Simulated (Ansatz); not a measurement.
# Fe (Im-3m) in Ansatz: settings compared, part 2 of 2

Ansatz 0.2.0. The steps go on from the part before.

### Step 5. Band structure, LDA, collinear spin, ferromagnetic start

Input file input.yaml:

```yaml
crystal:
  lattice:
    - [-1.443, 1.443, 1.443]
    - [1.443, -1.443, 1.443]
    - [1.443, 1.443, -1.443]
  atoms:
    - { symbol: Fe, position: [0.0, 0.0, 0.0], spin: 3.0 }
hamiltonian:
  xc: lda
  pseudopotentials: { kind: paw }
magnetization:
  spin_polarized: true
kpoints:
  mp_grid: { grid: [13, 13, 13] }
  band_path:
    path:
      - [[0.0, 0.0, 0.0], [0.5, -0.5, 0.5], [0.0, 0.0, 0.5], [0.0, 0.0, 0.0], [0.25, 0.25, 0.25], [0.5, -0.5, 0.5]]
      - [[0.25, 0.25, 0.25], [0.0, 0.0, 0.5]]
    npoints: 14
scf:
  occupations: { method: fermi_dirac, width: 0.05 }
  n_extra_bands: 6
output:
  forces: true
  stress: true
  eigenvalues: true
  fatbands: false
```

On the command line:

```console
$ ansatz run input.yaml --threads 2 --pin off --max-ram 5632MiB --backend cpu --events-out ev --progress --plain --runs-dir out
```

Run time: 3.9 s. Hardware: 2 threads of Intel Xeon at 2.70GHz, shared host; peak memory 0.31 GiB.

Results (log left out):

```
Free energy            : -4419.7925 eV
Pressure               : -25.9 GPa
Band gap on the k mesh : none (metal or under the smearing width)
Net moment             : 2.20 μB per cell
Absolute moment        : 2.28 μB per cell
Site moments           : Fe +2.23 μB
```

Levels at the corners of the path, in eV from the Fermi level:
Spin up:
```csv
point,band 7,band 8,band 9,band 10,band 11,band 12
Γ,-2.19,-2.19,-0.94,-0.94,23.79,23.79
H,0.09,0.09,0.09,9.33,9.33,9.33
N,-0.92,-0.77,0.34,0.40,6.81,17.52
Γ,-2.19,-2.19,-0.94,-0.94,23.79,23.79
P,-3.08,-0.74,-0.74,8.20,8.20,8.20
H,0.09,0.09,0.09,9.33,9.33,9.33
P,-3.08,-0.74,-0.74,8.20,8.20,8.20
N,-0.92,-0.77,0.34,0.40,6.81,17.52
```
Spin down:
| point | band 4 | band 5 | band 6 | band 7 | band 8 | band 9 | band 10 | band 11 |
| --- | --- | --- | --- | --- | --- | --- | --- | --- |
| Γ | -50.96 | -7.92 | -0.29 | -0.29 | -0.29 | 1.46 | 1.46 | 23.92 |
| H | -51.23 | -2.83 | -2.83 | 2.25 | 2.25 | 2.25 | 9.78 | 9.78 |
| N | -50.95 | -3.39 | -1.48 | 0.73 | 1.37 | 1.69 | 2.54 | 8.21 |
| Γ | -50.96 | -7.92 | -0.29 | -0.29 | -0.29 | 1.46 | 1.46 | 23.92 |
| P | -51.14 | -1.63 | -1.63 | -1.63 | 1.73 | 1.73 | 9.24 | 9.24 |
| H | -51.23 | -2.83 | -2.83 | 2.25 | 2.25 | 2.25 | 9.78 | 9.78 |
| P | -51.14 | -1.63 | -1.63 | -1.63 | 1.73 | 1.73 | 9.24 | 9.24 |
| N | -50.95 | -3.39 | -1.48 | 0.73 | 1.37 | 1.69 | 2.54 | 8.21 |

Caveat: so large a pressure means that the cell lies far from this level's equilibrium, or that cutoff or potentials fall short; the PAW data sets come from PBE, with cores solved anew for the run's functional, which leaves a small shift of forces and pressure.

### Step 6. Elastic constants, LDA, collinear spin, ferromagnetic start

Input file input.yaml:

```yaml
crystal:
  lattice:
    - [-1.443, 1.443, 1.443]
    - [1.443, -1.443, 1.443]
    - [1.443, 1.443, -1.443]
  atoms:
    - { symbol: Fe, position: [0.0, 0.0, 0.0], spin: 3.0 }
hamiltonian:
  xc: lda
  pseudopotentials: { kind: paw }
magnetization:
  spin_polarized: true
kpoints:
  mp_grid: { grid: [10, 10, 10] }
scf:
  occupations: { method: fermi_dirac, width: 0.05 }
output:
  forces: true
  stress: true
elastic:
  mode: clamped_ion
  stencil: two_point
```

Potentials or basis: Ansatz PAW.

On the command line:

```console
$ ansatz run input.yaml --threads 2 --pin off --max-ram 5632MiB --backend cpu --events-out ev --progress --plain --runs-dir out
```

Output:

```text
Warning: RAYON_NUM_THREADS=2 ignored (pool sized by the plan → 2); use --threads N
Engine: ansatz 0.2.0, x86_64-unknown-linux-gnu
Pseudopotentials: kind: paw
Pseudopotential: Fe, paw, valence charge 16, recommended cutoff 420 eV (normal), Fe.paw.azcp
Functional definition: SPW92
  exchange = slater_x
  correlation = pw_c
Crystal: 1 atoms, lattice volume = 12.019 Å³
Basis set: ecut = 420 eV, 225 PW (Γ)
Bands: 14, of which v1, the nominal top of the filled ones, is band 8 counted from 1 (7 counted from 0)
Symmetry: 48 space group operations
Space group: Im-3m (ITA 229), of the structure as read, at distance tolerance 2.3e-5 Å
Magnetic group: BNS 229.140 (UNI 1642), of the structure as read, at distance tolerance 2.3e-5 Å
k-points: 47 of 1000
Non-local potential: Fe, projectors of the file, l = 0: 3, l = 1: 2, l = 2: 3, l = 3: 1
PAW form: soft (Blöchl's): semilocal exchange-correlation on the pseudo side does not see the compensation charge
PAW frozen core: Fe, regenerated for the run's functional, and the local potential with it (the file was generated under x = pbe(κ = 0.804, μ = 0.2195149727645171), c = pbe(β = 0.06672455060314922))
PAW one-centre angular grid: Fe, 590 points (default); XC on 64 Gauss nodes
Initial density: superposition of atomic densities (chi_scale 0.1, normalization cell)
Starting moments: Σ|m| = 3 μB on 1 of 1 site
Initial wavefunctions: pseudopotential atomic-orbital guess
Functional: x = slater, c = lda
SCF 1 converged in 10 iterations: F = -4419.798934 eV  dr2 = 8.50e-10
a single point of the input's cell can leave the moments in the input for a lower state (scf.lower_state_search): this run first made a single point of its cell. This run's own SCFs start from the density of the state that the single point found, with the moments in the input. The single point stayed on the moments in the input.
Initial density: read from a saved state, or passed on in memory by an earlier SCF of this step, an earlier step, the calling program or the single point that the run made first
Stability of the state it starts from, as read at its close in the collinear treatment: not read negative (Ritz values of 1 − χ₀K, real part plus size of imaginary part, from 0.78 to 0.99, by its mixing steps under the symmetry group of the SCF that read it); its run was given moments
Starting moments: Σ|m| = 3 μB on 1 of 1 site; this step starts from the density that it was given
iter 1 solved again at ethr=9.39e-10 eV; its pass at ethr=3.10e-3 eV (dr2=1.50e-7 eV) is discarded
SCF iter   1: F=—  HF=-4419.798934 eV  |F-HF|=—  |Δ(HF+E_count)|=         —  Δρ=1.07e-6 (↑1.07e-6 ↓2.23e-7)  dr2=8.53e-11  dr2_m=3.23e-11  M=2.149 μB ∫|m|=2.236 μB  β_m=0.65  ethr=9.39e-10  ⟨swp⟩=3.4  Hψ=10618  notcnv=0
[... 73 lines left out ...]
  E_hartree    = 890.493537
  E_xc         = -116.453941
  E_vxc        = -150.702269  (∫ρ·V_xc dr)
  E_paw        = -1305.544743  (= ΣΔE_a)
  E_vpaw       = -298.483799  (= ΣTr[D̂ρ^β])
  E_aug_tail   = 0.000860  (compensation charges beyond the density's cutoff)
  E_ewald      = -2324.209962
  E_core_change = 0.401536  (= ΣΔE_core)
  E_smearing   = -0.008338  (= −TS)
  E_closure    = 0.000000  (closes the sum)
  Σ components = -4419.798934   (vs F -4419.798934, Δ=0.00e0)
--- Forces (eV/Å), atoms counted from 1 ---
  atom   1  Fe     0.00000000    -0.00000000    -0.00000000
  max |Σ_I F_I| component: 9.45e-32 eV/Å
--- Stress (GPa, compression-positive) ---
      -27.078866       0.000000       0.000000
       -0.000000     -27.078866       0.000000
        0.000000      -0.000000     -27.078866
  P = ⅓ Tr σ = -27.0789 GPa (-270.789 kbar)
--- Band table (eV; the first three rows and the last of 94) ---
  k-point 0 ↑: bands = ["-70.3091", "-36.5215", "-36.5215", "-36.5215", "8.6330", "14.7118", "14.7118", "14.7118", "15.9524", "15.9524", "40.6972", "40.6972", "40.6972", "45.8296"]
  k-point 1 ↑: bands = ["-70.3029", "-36.5555", "-36.5329", "-36.5214", "9.0278", "14.6086", "14.6991", "14.9179", "15.8574", "15.9610", "38.4892", "40.1031", "40.4600", "44.3381"]
  k-point 2 ↑: bands = ["-70.2867", "-36.6441", "-36.5627", "-36.5212", "10.1256", "14.3455", "14.6096", "15.4862", "15.7539", "15.9910", "34.2169", "38.2198", "40.0143", "41.1530"]
  k-point 46 ↓: bands = ["-67.7123", "-34.3850", "-34.3850", "-34.3850", "14.0406", "14.0406", "19.1013", "19.1013", "19.1013", "26.6576", "26.6576", "26.6576", "33.1346", "33.1346"]
--- Elastic constants: 2 strain directions × 2 members + reference (group order 48) ---
  dense FFT box of the reference and of every strained cell: 18×18×18
  strains applied: 11, 23; error gains: componentwise 1.00 (the most a stress slope's error grows in a printed constant), spectral 1.73 (1 for all six strains in a standard setting)
  C = ∂σ_k/∂η_j (tension-positive GPa; Voigt order 11 22 33 23 13 12):
       213.257     83.049     83.049      0.000      0.000      0.000
        83.049    213.257     83.049     -0.000      0.000      0.000
        83.049     83.049    213.257     -0.000      0.000      0.000
         0.000      0.000      0.000     77.819      0.000     -0.000
        -0.000      0.000      0.000     -0.000     77.819      0.000
         0.000     -0.000     -0.000     -0.000     -0.000     77.819
  reference stress σ⁰ (GPa):     27.079     27.079     27.079     -0.000     -0.000      0.000
  C* (energy form; C + prestress term) asymmetry max|C*_kj − C*_jk| = 1.390e-16 GPa — a small one proves nothing (zero by symmetry where the batch's group is 432, −43m or m−3m); a large one is finite-difference/SCF noise where every solve meets its electron count
  moduli (Voigt/Reuss/Hill, GPa): K = 126.45/126.45/126.45   G = 72.73/72.18/72.46   E = 182.51   ν = 0.259
  mechanically stable: yes (min eigenvalue of sym C = 77.82 GPa)
  strain η (Voigt 11):  stress-route row diagonal C_11 = 213.26 GPa, energy-path curvature d²(F+E_count+ΔE)/dδ²/Ω₀ = 214.03 GPa
         δ    σ_11 (GPa)             F (eV)   n_scf  n_hpsi   n_pw
    -2.000e-3      26.6442       -4419.8029686       8   52094    243
     2.000e-3      27.4972       -4419.7948440       7   46415    243
  strain η (Voigt 23):  stress-route row diagonal C_44 = 77.82 GPa, energy-path curvature d²(F+E_count+ΔE)/dδ²/Ω₀ = 64.44 GPa
         δ    σ_23 (GPa)             F (eV)   n_scf  n_hpsi   n_pw
    -2.000e-3      -0.1556       -4419.7989272       8   89135    243
     2.000e-3       0.1556       -4419.7989272       6   74874    243
```

elastic_members.tsv:

```text
# convention: tension-positive GPa; Voigt order 11 22 33 23 13 12; engineering shear strains; stresses and constants hold the Pulay correction, whose part of sigma0, of c and of each member's stress the lines and columns named pulay_correction_..._gpa give (of c_energy it is that of c and, on the columns of strains 1 to 3, that of sigma0; of a layer's constants it is that of c in the plane, times a tenth of its plane spacing in ang); where a line pulay_correction_withheld stands none holds it
[... 11 lines left out ...]
3	2.0000000000e-3	2.7075649059e1	2.7078170816e1	2.7078170816e1	1.5563550498e-1	2.2234667357e-15	1.0715633145e-15	-4.4197989272e3	-4.4197947576e3	6	74874	243	nan	nan	0.0000000000e0	-1.6293274109e-1	-1.6259493368e-1	-1.6259493368e-1	4.3484566654e-4	-2.0899284503e-17	5.4283855853e-19	1.3588046279e-5	0.0000000000e0
```

Run time: 10 s. Hardware: 2 threads of Intel Xeon at 2.70GHz, shared host; peak memory 0.35 GiB.

Results:

```yaml
Free_energy: -4419.7989 eV
Pressure: -27.1 GPa
Band_gap_on_the_k_mesh: none (metal or under the smearing width)
Net_moment: 2.15 μB per cell
Absolute_moment: 2.24 μB per cell
Site_moments: Fe +2.18 μB
Elastic_constants_C11_C12_C44: 213, 83, 78 GPa
Voigt_bulk_modulus: 126 GPa
```

Levels at points of the mesh, in eV from the Fermi level:
Spin up:
| k point | band 5 | band 6 | band 7 | band 8 | band 9 | band 10 | band 11 | band 12 | band 13 | band 14 |
| --- | --- | --- | --- | --- | --- | --- | --- | --- | --- | --- |
| (0.00, 0.00, 0.00) | -8.26 | -2.18 | -2.18 | -2.18 | -0.94 | -0.94 | 23.81 | 23.81 | 23.81 | 28.94 |
| (0.00, 0.00, -0.50) | -4.66 | -3.19 | -0.92 | -0.76 | 0.35 | 0.41 | 6.82 | 17.54 | 19.04 | 22.47 |
| (-0.50, -0.50, -0.50) | -4.48 | -4.48 | 0.10 | 0.10 | 0.10 | 9.34 | 9.34 | 9.34 | 15.07 | 15.07 |
Spin down:
```csv
k point,band 3,band 4,band 5,band 6,band 7,band 8,band 9,band 10,band 11,band 12
"(0.00, 0.00, 0.00)",-51.00,-51.00,-7.93,-0.33,-0.33,-0.33,1.42,1.42,23.92,23.92
"(0.00, 0.00, -0.50)",-51.13,-51.00,-3.41,-1.51,0.72,1.33,1.65,2.50,8.18,17.79
"(-0.50, -0.50, -0.50)",-51.27,-51.27,-2.85,-2.85,2.21,2.21,2.21,9.77,9.77,9.77
```

Elastic tensor in Voigt notation (GPa, in the Cartesian axes of the cell as first typed):
```
213  83  83   0   0   0
 83 213  83   0   0   0
 83  83 213   0   0   0
  0   0   0  78   0   0
  0   0   0   0  78   0
  0   0   0   0   0  78
```

Caveat: the cell is more than 3 GPa from zero pressure, which shifts response properties; elastic constants of metals need much finer meshes, so these are rough; so large a pressure means that the cell lies far from this level's equilibrium, or that cutoff or potentials fall short; the PAW data sets come from PBE, with cores solved anew for the run's functional, which leaves a small shift of forces and pressure.

### Step 7. Overview

| task | level | k mesh | cutoff (eV) | points for each segment of the path | atoms under strain | gap on the mesh (eV) | pressure (GPa) | moment (μB) |
| --- | --- | --- | --- | --- | --- | --- | --- | --- |
| band structure | r2SCAN | 13 × 13 × 13 | 500 | 14 | - | none | -4.0 | 2.65 |
| band structure | PBEsol | 13 × 13 × 13 | 420 | 14 | - | none | -17.9 | 2.26 |
| band structure | PBE | 13 × 13 × 13 | 420 | 14 | - | none | -9.5 | 2.25 |
| band structure | LDA | 13 × 13 × 13 | 420 | 14 | - | none | -25.9 | 2.20 |
| elastic constants | LDA | 10 × 10 × 10 | 420 | - | clamped | none | -27.1 | 2.15 |

Alike in all rows: potentials or basis Ansatz PAW; spin collinear, ferromagnetic start; cell as given; smearing fermi-dirac 0.05 eV.

Every run on the cell as given and a fine mesh finds a metal. The pressure there spans -27.1 GPa (LDA) to -4.0 GPa (r2SCAN); a positive pressure means that this level wants a larger cell, a negative one a smaller.

Caveats: the PAW data sets come from PBE, with cores solved anew for the run's functional, which leaves a small shift of forces and pressure (some runs); so large a pressure means that the cell lies far from this level's equilibrium, or that cutoff or potentials fall short (some runs); the magnetic or orbital state may not be the lowest (some runs); the cell is more than 3 GPa from zero pressure, which shifts response properties (some runs); elastic constants of metals need much finer meshes, so these are rough (some runs).

Absolute energies hang on the potentials; compare differences alone.
